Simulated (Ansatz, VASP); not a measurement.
## PbSe (Clausthalite): VASP beside Ansatz

File INCAR:

```
PREC = Accurate
ENCUT = 520
EDIFF = 1E-6
ISMEAR = 0
SIGMA = 0.018000000000000002
LREAL = False
LASPH = True
NELM = 60
ALGO = Fast
ISIF = 2
LWAVE = False
LCHARG = False
GGA = PE
NBANDS = 17
```

Contents of KPOINTS:

```
regular mesh
0
Gamma
  8 8 8
```

POSCAR

```
PbSe
1.0
    0.0000000000      3.0606500000      3.0606500000
    3.0606500000      0.0000000000      3.0606500000
    3.0606500000      3.0606500000      0.0000000000
Pb Se
1 1
Direct
    0.0000000000      0.0000000000      0.0000000000
    0.5000000000      0.5000000000      0.5000000000
```

File input.yaml:

```yaml
crystal:
  lattice:
    - [0.0, 3.06065, 3.06065]
    - [3.06065, 0.0, 3.06065]
    - [3.06065, 3.06065, 0.0]
  atoms:
    - { symbol: Pb, position: [0.0, 0.0, 0.0] }
    - { symbol: Se, position: [0.5, 0.5, 0.5] }
hamiltonian:
  xc: pbe
  pseudopotentials: { kind: paw }
kpoints:
  mp_grid: { grid: [8, 8, 8] }
scf:
  occupations: { method: gaussian, width: 0.018 }
output:
  forces: true
  stress: true
  eigenvalues: true
```

Alike in both runs: task single point; functional PBE; k mesh 8 × 8 × 8; occupations gaussian, width 0.018 eV; no spin polarisation.

|  | VASP | Ansatz |
| --- | --- | --- |
| version | VASP 6.6.1 | Ansatz 0.2.0 |
| potentials or method | VASP PAW PBE potentials, release 64 (Pb_d, Se) | Ansatz PAW |
| plane-wave cutoff (eV) | 520 | 420 |
| valence electrons in the cell | 20 | 30 |

|  | VASP | Ansatz | Ansatz less VASP |
| --- | --- | --- | --- |
| gap on the k mesh at the Fermi level (eV) | 0.29 | 0.29 | -0.005 |
| least direct gap on the mesh (eV) | 0.29 | 0.29 | -0.005 |
| pressure (GPa) | 2.4 | 2.4 | +0.01 |

The two sets of potentials don't hold the same shells in valence.

Caveats: spin-orbit coupling is left out, which as a rule narrows the gap of such compounds by several tenths of an eV. A k mesh can miss the band edges.
